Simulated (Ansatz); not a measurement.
# ZnS (Wurtzite-2H) (P6_3mc) in Ansatz: a series of runs

The runs below take ZnS (Wurtzite-2H) through relaxation of cell and atoms, with RPBE+D4, revPBE, BLYP, revPBE+D3(BJ), revPBE+D4.

All numbers are computed with Ansatz 0.2.0; they aren't measurements. Logs are shortened: lines on timing, memory, paths and dates and some standing lists are left out, and cuts for length are marked.

## (1) The crystal as given

Symmetry: P6_3mc, No. 186, hexagonal system. The conventional cell has a = 3.811 Å, b = 3.811 Å, c = 6.234 Å, α = 90.00°, β = 90.00°, γ = 120.00°. Around Zn (site symmetry 3m) lie 4 S at 2.31 to 2.40 Å. S (site symmetry 3m) is surrounded by 4 Zn at 2.31 to 2.40 Å.

## (2) Relaxation of cell and atoms, RPBE+D4

The input, input.yaml:

```yaml
crystal:
  lattice:
    - [3.811, 0.0, 0.0]
    - [-1.9055, 3.3004228138, 0.0]
    - [0.0, 0.0, 6.234]
  atoms:
    - { symbol: Zn, position: [0.6666666667, 0.3333333333, 0.5] }
    - { symbol: Zn, position: [0.3333333333, 0.6666666667, 0.0] }
    - { symbol: S, position: [0.6666666667, 0.3333333333, 0.885] }
    - { symbol: S, position: [0.3333333333, 0.6666666667, 0.385] }
hamiltonian:
  xc: rpbe
  pseudopotentials: { kind: paw }
  dispersion: d4
kpoints:
  mp_grid: { grid: [8, 8, 5] }
scf:
  occupations: { method: fermi_dirac, width: 0.05 }
output:
  forces: true
  stress: true
  write_density: true
  write_potential: true
  elf: true
  volumetric_format: npy
relax:
  f_tol: 0.01
  max_steps: 40
  cell: { stress_tol: 0.05 }
```

Potentials or basis: Ansatz PAW.

Run with:

```bash
$ ansatz run input.yaml --threads 2 --pin off --max-ram 5632MiB --backend cpu --events-out ev --progress --plain --runs-dir out
```

Output:

```text
Warning: RAYON_NUM_THREADS=2 ignored (pool sized by the plan → 2); use --threads N
Engine: ansatz 0.2.0, x86_64-unknown-linux-gnu
Pseudopotentials: kind: paw
Pseudopotential: Zn, paw, valence charge 12, recommended cutoff 420 eV (normal), Zn.paw.azcp
Pseudopotential: S, paw, valence charge 6, recommended cutoff 420 eV (normal), S.paw.azcp
Functional definition: RPBE
  parameter kappa = 0.804
  parameter beta = 0.06672455060314922
  exchange = rpbe_x(kappa = kappa, mu = beta*pi^2/3)
  correlation = pbe_c(beta = beta)
Crystal: 4 atoms, lattice volume = 78.411 Å³
Basis set: ecut = 420 eV, 1521 PW (Γ), exchange–correlation on 54×54×90 points (8 copies of the dense FFT grid, shifted against one another)
Bands: 22, of which v1, the nominal top of the filled ones, is band 18 counted from 1 (17 counted from 0)
Symmetry: 12 space group operations
Space group: P63mc (ITA 186), of the structure as read, at distance tolerance 4.3e-5 Å
k-points: 30 of 320 (time reversal used)
Non-local potential: Zn, projectors of the file, l = 0: 2, l = 1: 2, l = 2: 3, l = 3: 1
Non-local potential: S, projectors of the file, l = 0: 2, l = 1: 2, l = 2: 2
PAW form: soft (Blöchl's): semilocal exchange-correlation on the pseudo side does not see the compensation charge
PAW frozen core: Zn, regenerated for the run's functional, and the local potential with it (the file was generated under x = pbe(κ = 0.804, μ = 0.2195149727645171), c = pbe(β = 0.06672455060314922))
PAW frozen core: S, regenerated for the run's functional, and the local potential with it (the file was generated under x = pbe(κ = 0.804, μ = 0.2195149727645171), c = pbe(β = 0.06672455060314922))
PAW one-centre angular grid: Zn, 590 points (default); XC on 64 Gauss nodes
PAW one-centre angular grid: S, 110 points (default); XC on 64 Gauss nodes
Initial density: superposition of atomic densities (neutral atoms: chi_scale 0, normalization atom), corrected by the library's trained network
Initial wavefunctions: pseudopotential atomic-orbital guess
Functional: x = rpbe, c = pbe(β = 0.06672455060314922)
SCF iter   1: F=—  HF=-8465.571492 eV  |F-HF|=—  |Δ(HF+E_count)|=         —  Δρ=3.85e-3  dr2=6.29e-3  ethr=1.77e-3  ⟨swp⟩=5.7  Hψ=3118  notcnv=0
preconditioner: auto → Resta (q_TF=auto, 2.396 Å⁻¹)  ε∞=6.5  [insulator: Δε(μ)=2.425 eV  Ē_g=10.769 eV  σ=0.050 eV  W_gap=1.00  n_scr=22 (ndim 8)  ℏωp=25.2 eV  f_vac=0.040  D(μ)=0.00/eV (n_scr^D=0)  ε∞_Penn≈6.5]
SCF iter   2: F=—  HF=-8465.570562 eV  |F-HF|=—  |Δ(HF+E_count)|=   9.30e-4  Δρ=1.31e-3  dr2=1.30e-3  ethr=1.75e-5  ⟨swp⟩=2.0  Hψ=1461  notcnv=0
SCF iter   3: F=—  HF=-8465.570480 eV  |F-HF|=—  |Δ(HF+E_count)|=   8.18e-5  Δρ=9.75e-4  dr2=5.85e-4  ethr=3.62e-6  ⟨swp⟩=2.1  Hψ=1030  notcnv=0
SCF iter   4: F=—  HF=-8465.570690 eV  |F-HF|=—  |Δ(HF+E_count)|=   2.10e-4  Δρ=4.39e-4  dr2=1.61e-4  ethr=1.63e-6  ⟨swp⟩=1.0  Hψ=660  notcnv=0
SCF iter   5: F=—  HF=-8465.570781 eV  |F-HF|=—  |Δ(HF+E_count)|=   9.04e-5  Δρ=1.00e-4  dr2=1.12e-5  ethr=4.47e-7  ⟨swp⟩=2.0  Hψ=929  notcnv=0
SCF iter   6: F=—  HF=-8465.570725 eV  |F-HF|=—  |Δ(HF+E_count)|=   5.54e-5  Δρ=1.70e-5  dr2=4.04e-7  ethr=3.11e-8  ⟨swp⟩=2.0  Hψ=1200  notcnv=0
SCF iter   7: F=-8465.570727 eV  HF=-8465.570727 eV  |F-HF|=7.00e-8  |Δ(HF+E_count)|=   1.91e-6  Δρ=4.35e-6  dr2=2.01e-8  ethr=2.78e-10  ⟨swp⟩=9.1  Hψ=4947  notcnv=0
SCF 1 converged in 7 iterations: F = -8465.570727 eV  dr2 = 2.01e-8
relax step   1: F+E_penalty+E_count = -8465.57072723 eV  Δ(F+E_penalty+E_count) = +0.000e0 eV  max|allowed force component| = 3.223e-1 eV/Å  Δτ_max = 0.0000 Å  P = -0.968 GPa  Ω = 78.411 Å³  (7 SCF iters, dr2 threshold 1.00e-7 eV, accepted)
Crystal: 4 atoms, lattice volume = 77.722 Å³
Initial density: handed on by an earlier stage of this run
Initial wavefunctions: those handed on with the density
iter 1 solved again at ethr=1.50e-6 eV; its pass at ethr=3.10e-3 eV (dr2=5.41e-4 eV) is discarded
SCF iter   1: F=—  HF=-8465.586125 eV  |F-HF|=—  |Δ(HF+E_count)|=         —  Δρ=1.12e-3  dr2=5.61e-4  ethr=1.50e-6  ⟨swp⟩=2.0  Hψ=3520  notcnv=0
preconditioner: auto → Resta (q_TF=auto, 2.400 Å⁻¹)  ε∞=6.5  [insulator: Δε(μ)=2.456 eV  Ē_g=10.780 eV  σ=0.050 eV  W_gap=1.00  n_scr=22 (ndim 8)  ℏωp=25.3 eV  f_vac=0.041  D(μ)=0.00/eV (n_scr^D=0)  ε∞_Penn≈6.5]
[... 21 lines left out ...]
SCF iter   1: F=—  HF=-8465.597619 eV  |F-HF|=—  |Δ(HF+E_count)|=         —  Δρ=6.55e-4  dr2=1.90e-4  ethr=5.00e-7  ⟨swp⟩=2.8  Hψ=3513  notcnv=0
preconditioner: auto → Resta (q_TF=auto, 2.403 Å⁻¹)  ε∞=6.5  [insulator: Δε(μ)=2.450 eV  Ē_g=10.810 eV  σ=0.050 eV  W_gap=1.00  n_scr=22 (ndim 8)  ℏωp=25.4 eV  f_vac=0.041  D(μ)=0.00/eV (n_scr^D=0)  ε∞_Penn≈6.5]
SCF iter   2: F=—  HF=-8465.597503 eV  |F-HF|=—  |Δ(HF+E_count)|=   1.15e-4  Δρ=3.32e-4  dr2=5.12e-5  ethr=5.00e-7  ⟨swp⟩=2.0  Hψ=1097  notcnv=0
SCF iter   3: F=—  HF=-8465.597497 eV  |F-HF|=—  |Δ(HF+E_count)|=   6.11e-6  Δρ=4.76e-5  dr2=1.70e-6  ethr=1.42e-7  ⟨swp⟩=2.0  Hψ=1068  notcnv=0
SCF iter   4: F=-8465.597498 eV  HF=-8465.597498 eV  |F-HF|=1.87e-7  |Δ(HF+E_count)|=   8.39e-7  Δρ=1.90e-5  dr2=1.83e-7  ethr=1.08e-9  ⟨swp⟩=8.7  Hψ=4612  notcnv=0
SCF 4 converged in 4 iterations: F = -8465.597498 eV  dr2 = 1.83e-7
relax step   4: F+E_penalty+E_count = -8465.59749775 eV  Δ(F+E_penalty+E_count) = -9.629e-4 eV  max|allowed force component| = 5.270e-4 eV/Å  Δτ_max = 0.0062 Å  P = +0.002 GPa  Ω = 77.164 Å³  energy of the carried Pulay correction = +6.592e-4 eV  (4 SCF iters, dr2 threshold 3.90e-7 eV, accepted)
Initial wavefunctions: pseudopotential atomic-orbital guess (no wavefunctions were taken with the density)
iter 1 solved again at ethr=1.50e-7 eV; its pass at ethr=3.10e-3 eV (dr2=5.41e-5 eV) is discarded
SCF iter   1: F=—  HF=-8465.596900 eV  |F-HF|=—  |Δ(HF+E_count)|=         —  Δρ=4.26e-5  dr2=5.92e-7  ethr=1.50e-7  ⟨swp⟩=3.0  Hψ=5014  notcnv=0
preconditioner: auto → Resta (q_TF=auto, 2.403 Å⁻¹)  ε∞=6.5  [insulator: Δε(μ)=2.450 eV  Ē_g=10.810 eV  σ=0.050 eV  W_gap=1.00  n_scr=22 (ndim 8)  ℏωp=25.4 eV  f_vac=0.040  D(μ)=0.00/eV (n_scr^D=0)  ε∞_Penn≈6.5]
SCF iter   2: F=—  HF=-8465.596830 eV  |F-HF|=—  |Δ(HF+E_count)|=   7.01e-5  Δρ=3.98e-5  dr2=6.17e-7  ethr=1.64e-9  ⟨swp⟩=2.0  Hψ=1037  notcnv=0
SCF iter   3: F=—  HF=-8465.596830 eV  |F-HF|=—  |Δ(HF+E_count)|=   2.46e-7  Δρ=2.04e-5  dr2=1.62e-7  ethr=1.64e-9  ⟨swp⟩=2.0  Hψ=1140  notcnv=0
SCF iter   4: F=—  HF=-8465.596830 eV  |F-HF|=—  |Δ(HF+E_count)|=   1.76e-7  Δρ=2.52e-6  dr2=4.39e-9  ethr=4.50e-10  ⟨swp⟩=2.0  Hψ=1140  notcnv=0
SCF iter   5: F=—  HF=-8465.596830 eV  |F-HF|=—  |Δ(HF+E_count)|=   1.17e-8  Δρ=9.20e-7  dr2=6.96e-10  ethr=1.22e-11  ⟨swp⟩=2.0  Hψ=1200  notcnv=0
SCF iter   6: F=—  HF=-8465.596830 eV  |F-HF|=—  |Δ(HF+E_count)|=   1.31e-9  Δρ=2.63e-7  dr2=7.49e-11  ethr=1.93e-12  ⟨swp⟩=2.0  Hψ=1200  notcnv=0
SCF iter   7: F=-8465.596830 eV  HF=-8465.596830 eV  |F-HF|=5.46e-12  |Δ(HF+E_count)|=  1.93e-10  Δρ=5.84e-8  dr2=2.22e-12  ethr=1.00e-12  ⟨swp⟩=5.9  Hψ=3236  notcnv=0
SCF 5 converged in 7 iterations: F = -8465.596830 eV  dr2 = 2.22e-12
relax step   5: F+E_penalty+E_count = -8465.59683003 eV  Δ(F+E_penalty+E_count) = +6.677e-4 eV  max|allowed force component| = 5.145e-4 eV/Å  Δτ_max = 0.0000 Å  P = +0.003 GPa  Ω = 77.164 Å³  stress off target by 2.14e-2 GPa  SCF on the basis re-selected at this cell (its energy is not comparable with the rows above)  (7 SCF iters)
basis re-selected at this cell: Δ(F+E_penalty+E_count) = +6.677e-4 eV, ΔP = +0.000 GPa vs the last step (what re-selecting the basis moved, of the pressure what is left beyond the Pulay correction that the steps carried, after the strain that the cell walked since its last selection, with what the two solves' SCF thresholds leave and, on support functions, any second-order correction that the steps lacked; it is no measure of the basis error at this ecutwfc). This SCF's stress stands 2.14e-2 GPa from its target on what of the cell is left free (relax.cell.stress_tol is 5.00e-2 GPa) and its largest allowed force component is 5.14e-4 eV/Å (relax.f_tol is 1.00e-2 eV/Å): within both
SCF converged after 7 iterations
Free energy (F): -8465.596830 eV
Harris-Foulkes:  -8465.596830 eV  (|F-HF|=5.46e-12)
Internal energy: -8465.596830 eV  (E = F + TS)
E sigma→0 (E₀):  -8465.596830 eV
Fermi energy:    7.467998 eV
--- Per-component energies (eV) ---
  E_band       = 23.302099
  E_kinetic    = 477.876039
  E_local      = -4059.079796  (includes V_loc(G=0)·N_el)
  E_nonlocal   = 1284.410254
  E_hartree    = 1700.890925
  E_xc         = -470.707617
  E_vxc        = -279.003775  (∫ρ·V_xc dr)
  E_paw        = -4873.724541  (= ΣΔE_a)
  E_vpaw       = -802.681753  (= ΣTr[D̂ρ^β])
  E_aug_tail   = -0.000743  (compensation charges beyond the density's cutoff)
  E_ewald      = -2522.577743
  E_disp       = -2.462481  (pairwise vdW)
  E_core_change = -0.221126  (= ΣΔE_core)
  E_smearing   = -0.000000  (= −TS)
  E_closure    = -0.000000  (closes the sum)
  Σ components = -8465.596830   (vs F -8465.596830, Δ=0.00e0)
--- Forces (eV/Å), atoms counted from 1 ---
  atom   1  Zn     0.00000000     0.00000000     0.00051475
  atom   2  Zn     0.00000000    -0.00000000     0.00051475
  atom   3  S      0.00000000     0.00000000    -0.00051415
  atom   4  S      0.00000000    -0.00000000    -0.00051415
  max |Σ_I F_I| component: 1.21e-6 eV/Å
--- Stress (GPa, compression-positive) ---
        0.014546       0.000000       0.000000
        0.000000       0.014546       0.000000
        0.000000      -0.000000      -0.021411
  P = ⅓ Tr σ = 0.0026 GPa (0.026 kbar)
--- Band table (eV; the first three rows and the last of 30) ---
  k-point 0: bands = ["-7.0993", "-6.1376", "-0.1805", "-0.1643", "-0.1643", "-0.0770", "-0.0770", "0.3076", "0.3076", "0.3885", "0.3885", "0.5424", "0.7956", "5.2980", "5.2980", "6.1265", "6.2130", "6.2130", "8.6626", "9.4723", "12.5605", "12.5605"]
  k-point 1: bands = ["-7.0207", "-6.2461", "-0.1862", "-0.1586", "-0.1586", "-0.0882", "-0.0882", "0.1355", "0.3174", "0.3174", "0.3830", "0.3830", "1.5349", "5.3657", "5.3785", "5.3785", "6.1177", "6.1177", "9.3087", "9.5732", "12.5836", "12.6180"]
  k-point 2: bands = ["-6.8040", "-6.5102", "-0.1822", "-0.1412", "-0.1412", "-0.1145", "-0.1145", "-0.1061", "0.3410", "0.3410", "0.3661", "0.3661", "2.6826", "4.0226", "5.5954", "5.5954", "5.8770", "5.8770", "9.8321", "9.9548", "12.7089", "12.8328"]
  k-point 29: bands = ["-5.9214", "-5.8762", "-0.0785", "-0.0371", "-0.0181", "0.0649", "0.1955", "0.2054", "0.3292", "0.3299", "0.6343", "0.6823", "1.3803", "1.5250", "3.0465", "3.5606", "4.5936", "4.8255", "10.7055", "11.0261", "12.2235", "12.8123"]
--- Relaxed structure (4 steps of the walk, 4 accepted, 1 SCFs on fresh bases) ---
  F+E_penalty+E_count = -8465.59683003 eV   max|allowed force component| = 5.145e-4 eV/Å   (the final SCF, on the basis selected at the relaxed cell)
  cell:  # Å, volume = 77.1638 Å³
    - [3.7861175015185746, 0.0, 0.0]
    - [-1.8930587507592873, 3.278873938027954, 0.0]
    - [0.0, 0.0, 6.2157644813664445]
  atoms:
    - { symbol: Zn, position: [0.6666666666666665, 0.33333333333333326, 0.5054899212407621] }
    - { symbol: Zn, position: [0.33333333333333326, 0.6666666666666665, 0.005489921240761996] }
    - { symbol: S, position: [0.6666666666666665, 0.33333333333333326, 0.8795100787592381] }
    - { symbol: S, position: [0.33333333333333326, 0.6666666666666665, 0.37951007875923803] }
```

Run time: 24 s. Hardware: 2 threads of Intel Xeon at 2.50GHz (Skylake/Cascade Lake), shared host; peak memory 0.39 GiB.

Results:

```
Free energy                            : -8465.5968 eV
Relaxed volume                         : 19.29 Å³/atom
Relaxed cell                           : a = 3.786 Å, b = 3.786 Å, c = 6.216 Å, α = 90.00°, β = 90.00°, γ = 120.00°
Space group after relaxing (to 0.05 Å) : P6_3mc (No. 186)
Energy gained by relaxing              : 6.5 meV/atom
Ionic steps                            : 5
Pressure after relaxing                : 0.0 GPa
Band gap on the k mesh                 : 2.45 eV, direct
```

The path:
```
step  energy change (eV)  largest force (eV/Å)  volume (Å³)
   1              0.0000                0.3223        78.41
   2             -0.0152                0.2328        77.72
   3             -0.0258                0.0790        77.17
   4             -0.0268                0.0005        77.16
   5             -0.0261                0.0005        77.16
```

Final structure:
```
Zn S
1.0
     3.78612    0.00000    0.00000
    -1.89306    3.27887    0.00000
     0.00000    0.00000    6.21576
Zn S
2 2
Cartesian
  1.8931 1.0930 3.1420
  0.0000 2.1859 0.0341
  1.8931 1.0930 5.4668
  0.0000 2.1859 2.3589
```

Caveat: odd divisions of the mesh miss points on the zone boundary, where band edges often lie, so the gap on the mesh can be too wide; the plane-wave basis is chosen anew once the cell has moved, so the energies of steps on either side of that aren't comparable; the PAW data sets come from PBE, with cores solved anew for the run's functional, which leaves a small shift of forces and pressure.

## (3) Relaxation of cell and atoms, revPBE

Changes to input.yaml since step 2:

```diff
@@ -11,5 +11,4 @@
 hamiltonian:
-  xc: rpbe
+  xc: revpbe
   pseudopotentials: { kind: paw }
-  dispersion: d4
 kpoints:
@@ -21,6 +20,2 @@
   stress: true
-  write_density: true
-  write_potential: true
-  elf: true
-  volumetric_format: npy
 relax:
```

Potentials or basis: Ansatz PAW.

Run with:

```bash
$ ansatz run input.yaml --threads 2 --pin off --max-ram 5632MiB --backend cpu --events-out ev --progress --plain --runs-dir out
```

It took 24 s on 2 threads of Intel Xeon at 2.50GHz (Skylake/Cascade Lake), shared host; peak memory 0.38 GiB.

Results (log left out):

```
Free energy                            : -8458.1658 eV
Relaxed volume                         : 20.74 Å³/atom
Relaxed cell                           : a = 3.882 Å, b = 3.882 Å, c = 6.359 Å, α = 90.00°, β = 90.00°, γ = 120.00°
Space group after relaxing (to 0.05 Å) : P6_3mc (No. 186)
Energy gained by relaxing              : 19.1 meV/atom
Ionic steps                            : 5
Pressure after relaxing                : 0.0 GPa
Band gap on the k mesh                 : 2.09 eV
```

The path:
```
step  energy change (eV)  largest force (eV/Å)  volume (Å³)
   1              0.0000                0.3240        78.41
   2             -0.0552                0.2156        80.98
   3             -0.0734                0.0667        82.90
   4             -0.0744                0.0006        82.97
   5             -0.0765                0.0006        82.97
```

Final structure:
```cif
data_structure
_symmetry_space_group_name_H-M 'P 1'
_symmetry_Int_Tables_number 1
_cell_length_a 3.8816
_cell_length_b 3.8816
_cell_length_c 6.3588
_cell_angle_alpha 90.000
_cell_angle_beta 90.000
_cell_angle_gamma 120.000
_cell_volume 82.97
loop_
_atom_site_label
_atom_site_type_symbol
_atom_site_fract_x
_atom_site_fract_y
_atom_site_fract_z
_atom_site_occupancy
Zn1 Zn 0.66667 0.33333 0.50507 1
Zn2 Zn 0.33333 0.66667 0.00507 1
S1 S 0.66667 0.33333 0.87993 1
S2 S 0.33333 0.66667 0.37993 1
```

Caveat: odd divisions of the mesh miss points on the zone boundary, where band edges often lie, so the gap on the mesh can be too wide; the plane-wave basis is chosen anew once the cell has moved, so the energies of steps on either side of that aren't comparable; the PAW data sets come from PBE, with cores solved anew for the run's functional, which leaves a small shift of forces and pressure. revPBE gives volumes clearly too large for solids.

## (4) Relaxation of cell and atoms, BLYP

Changes to input.yaml since step 3:

```diff
@@ -11,3 +11,3 @@
 hamiltonian:
-  xc: revpbe
+  xc: blyp
   pseudopotentials: { kind: paw }
@@ -20,2 +20,6 @@
   stress: true
+  write_density: true
+  write_potential: true
+  elf: true
+  volumetric_format: npy
 relax:
```

Run with:

```bash
$ ansatz run input.yaml --threads 2 --pin off --max-ram 5632MiB --backend cpu --events-out ev --progress --plain --runs-dir out
```

It took 27 s on 2 threads of Intel Xeon at 2.50GHz (Skylake/Cascade Lake), shared host; peak memory 0.4 GiB.

The run converged. Its results:

```
Free energy                            : -8473.6867 eV
Relaxed volume                         : 21.31 Å³/atom
Relaxed cell                           : a = 3.914 Å, b = 3.914 Å, c = 6.425 Å, α = 90.00°, β = 90.00°, γ = 120.00°
Space group after relaxing (to 0.05 Å) : P6_3mc (No. 186)
Energy gained by relaxing              : 35.6 meV/atom
Ionic steps                            : 5
Pressure after relaxing                : 0.0 GPa
Band gap on the k mesh                 : 1.79 eV, direct
```

The path:
```
step  energy change (eV)  largest force (eV/Å)  volume (Å³)
   1              0.0000                0.3387        78.41
   2             -0.1100                0.2124        82.26
   3             -0.1390                0.0787        84.93
   4             -0.1407                0.0016        85.23
   5             -0.1426                0.0016        85.23
```

Final structure:
```xyz
4
Lattice="3.9137 0.0000 0.0000 -1.9569 3.3894 0.0000 0.0000 0.0000 6.4251" Properties=species:S:1:pos:R:3 pbc="T T T"
Zn    1.9569    1.1298    3.2466
Zn    0.0000    2.2596    0.0340
S     1.9569    1.1298    5.6522
S     0.0000    2.2596    2.4396
```

Levels at points of the mesh, in eV from the valence-band top:
```csv
k point,band 15,band 16,band 17,band 18,band 19,band 20,band 21,band 22
"(0.00, 0.00, 0.00)",-0.77,-0.07,0.00,0.00,1.79,2.94,6.36,6.36
"(0.00, -0.50, 0.00)",-2.86,-1.93,-1.43,-0.77,3.74,3.98,5.26,6.98
```

Caveat: odd divisions of the mesh miss points on the zone boundary, where band edges often lie, so the gap on the mesh can be too wide; the plane-wave basis is chosen anew once the cell has moved, so the energies of steps on either side of that aren't comparable; the PAW data sets come from PBE, with cores solved anew for the run's functional, which leaves a small shift of forces and pressure. BLYP gives volumes clearly too large for solids.

(Continued in part 2 of 2.)
